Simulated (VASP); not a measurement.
# Rb (Im-3m) in VASP: further runs, part 2 of 2

VASP 6.6.1. Earlier steps stand in the parts before.

## (4) Relaxation of the atoms, r2SCAN (a relaxed cell with its volume scaled by 0.98)

INCAR reads:

```
ALGO = Normal
EDIFF = 1E-7
EDIFFG = -0.01
ENCUT = 600
IBRION = 2
ISIF = 2
ISMEAR = 1
LASPH = True
LCHARG = False
LMIXTAU = True
LREAL = False
LWAVE = False
METAGGA = R2SCAN
NELM = 80
NSW = 40
PREC = Accurate
SIGMA = 0.1
```

KPOINTS reads:

```
k-points
0
Gamma
  10 10 10
```

POSCAR reads:

```
Rb                                      
1.0
   -2.8549901893      2.8549901893      2.8549901893
    2.8549901893     -2.8549901893      2.8549901893
    2.8549901893      2.8549901893     -2.8549901893
  Rb            
     1
Direct
     0.0000000000000000    0.0000000000000000    0.0000000000000000
```

Potentials or basis: VASP PAW PBE potentials, release 64 (Rb_sv).

Run with:

```console
$ cat potpaw_PBE.64/Rb_sv/POTCAR > POTCAR
$ mpirun -np 1 vasp_std > vasp.out
```

OUTCAR:

```text
EDIFF = 1E-7
   EDIFFG = -0.01
   ENCUT = 600
   IBRION = 2
   ISIF = 2
   ISMEAR = 1
   LASPH = True
   LREAL = False
   METAGGA = R2SCAN
   NELM = 80
   NSW = 40
   PREC = Accurate

 ion  position               nearest neighbor table
   1  0.000  0.000  0.000-

  LATTYP: Found a body centered cubic cell.
 ALAT       =     5.7099803786

  Lattice vectors:

 A1 = (  -2.8549901893,   2.8549901893,   2.8549901893)
 A2 = (   2.8549901893,  -2.8549901893,   2.8549901893)
 A3 = (   2.8549901893,   2.8549901893,  -2.8549901893)

Analysis of symmetry for initial positions (statically):
=====================================================================
 Subroutine PRICEL returns:
 Original cell was already a primitive cell.

 Routine SETGRP: Setting up the symmetry group for a
 body centered cubic supercell.

 Subroutine GETGRP returns: Found 48 space group operations
 (whereof 48 operations were pure point group operations)
 out of a pool of 48 trial point group operations.

The static configuration has the point symmetry O_h .

Analysis of symmetry for dynamics (positions and initial velocities):
=====================================================================
 Subroutine PRICEL returns:
 Original cell was already a primitive cell.

 Routine SETGRP: Setting up the symmetry group for a
 body centered cubic supercell.

 Subroutine GETGRP returns: Found 48 space group operations
 (whereof 48 operations were pure point group operations)
 out of a pool of 48 trial point group operations.

The dynamic configuration has the point symmetry O_h .

 Subroutine INISYM returns: Found 48 space group operations
 (whereof 48 operations are pure point group operations),
 and found     1 'primitive' translations

----------------------------------------------------------------------------------------

                                     Primitive cell

  volume of cell :      93.0837

[... 111 lines left out ...]
   METAGGA = R2SCAN    functional components
   LHFCALC =     F    Hartree Fock is set to
   AEXX    =    0.0000 exact exchange contribution
   IVDW    =     0    specifies the selected vdW correction
   LEPSILON=     F    determine dielectric tensor
   LRPA    =     F    only Hartree local field effects (RPA)
 conjugate gradient relaxation of ions
 non-spin polarized calculation
 Methfessel and Paxton  Order N= 1 SIGMA  =   0.10
  energy-cutoff  :      600.00
  volume of cell :       93.08
 maximum number of plane-waves:      3132
   NGX = 19   NGY = 19   NGZ = 19

 number of electron       9.0000000 magnetization

 Free energy of the ion-electron system (eV)
  ---------------------------------------------------
  ext. energy  EPLUGINS =         0.00000000
  ---------------------------------------------------
  free energy    TOTEN  =       -13.91550429 eV

  energy without entropy =      -13.91458543  energy(sigma->0) =      -13.91519800

 E-fermi :   0.0227     XC(G=0):  -5.6673

 val. band max:        0.0188023360   @ k =   0.3000   0.2000   0.0000
 cond. band min:       0.0999636863   @ k =  -0.4000   0.4000   0.2000
 fundamental gap:      0.0811613504
 Fermi energy:         0.0227042978

 k-point     1 :       0.0000    0.0000    0.0000
  band No.  band energies     occupation
      1     -30.0707      2.00000
      2     -13.5619      2.00000
      3     -13.5619      2.00000
      4     -13.5619      2.00000
      5      -2.0429      2.00000
      6       4.1115      0.00000
      7       4.1115      0.00000
      8       4.1115      0.00000
[... 243 lines left out ...]
 k-point    24 :      -0.3000    0.3000    0.1000
  band No.  band energies     occupation
      1     -30.0677      2.00000
      2     -13.6206      2.00000
      3     -13.5845      2.00000
      4     -13.5688      2.00000
      5      -0.8911      2.00000
      6       2.2952      0.00000
      7       3.2267      0.00000
      8       4.1171      0.00000

 [... further k-points ...]

------------------------ aborting loop because EDIFF is reached ----------------------------------------

  FORCE on cell =-STRESS in cart. coord.  units (eV):
  Direction    XX          YY          ZZ          XY          YZ          ZX
  --------------------------------------------------------------------------------------
  -------------------------------------------------------------------------------------
  Total        0.0327427      0.0327427      0.0327427      0.0000000      0.0000000      0.0000000
  in kB        0.5635746      0.5635746      0.5635746      0.0000000      0.0000000      0.0000000
  external PRESSURE =       0.5635746 kB  Pullay stress =       0.0000000 kB

 VOLUME and BASIS-vectors are now :
 -----------------------------------------------------------------------------
  energy-cutoff  :      600.00
  volume of cell :       93.08
      direct lattice vectors                 reciprocal lattice vectors
    -2.854990189  2.854990189  2.854990189     0.000000000  0.175131950  0.175131950
     2.854990189 -2.854990189  2.854990189     0.175131950  0.000000000  0.175131950
     2.854990189  2.854990189 -2.854990189     0.175131950  0.175131950  0.000000000

 POSITION                                       TOTAL-FORCE (eV/Angst)
 -----------------------------------------------------------------------------------
      0.00000      0.00000      0.00000         0.000000     -0.000000      0.000000
 -----------------------------------------------------------------------------------
    total drift:                               -0.000000     -0.000000     -0.000000

  FREE ENERGIE OF THE ION-ELECTRON SYSTEM (eV)
  ---------------------------------------------------
  free  energy   TOTEN  =       -13.9155042926 eV

  energy  without entropy=      -13.9145854278  energy(sigma->0) =      -13.91519800

 reached required accuracy - stopping structural energy minimisation
```

Run time: 6.8 min. Hardware: 1 thread of AMD EPYC 7R13 (Zen 3), shared host; peak memory 0.25 GiB.

Results:

```yaml
Free_energy: -13.9155 eV
Pressure_after_relaxing: 0.1 GPa
Band_gap_on_the_k_mesh: none (metal or under the smearing width)
```

Final structure:
```
Rb
1.0
    -2.85499    2.85499    2.85499
     2.85499   -2.85499    2.85499
     2.85499    2.85499   -2.85499
Rb
1
Direct
  0.00000 0.00000 0.00000
```

Caveat: the relaxation stopped at its first step, so nothing moved; the PAW data sets were made with another functional, which shifts forces and pressure a little.

## (5) Summary

```tsv
cell	gap on the mesh (eV)	pressure (GPa)
atoms relaxed from: a relaxed cell with its volume scaled by 0.94	none	0.2
atoms relaxed from: a relaxed cell with its volume scaled by 0.96	none	0.1
atoms relaxed from: a relaxed cell with its volume scaled by 0.98	none	0.1
```

Alike in all rows: task relaxation of the atoms; level r2SCAN; potentials or basis VASP PAW PBE potentials, release 64 (Rb_sv); no spin polarisation; k mesh 10 × 10 × 10; cutoff (eV) 600; smearing methfessel-paxton 0.1 eV.

Caveats: the relaxation stopped at its first step, so nothing moved; the PAW data sets were made with another functional, which shifts forces and pressure a little.

Absolute energies hang on the potentials; compare differences alone.
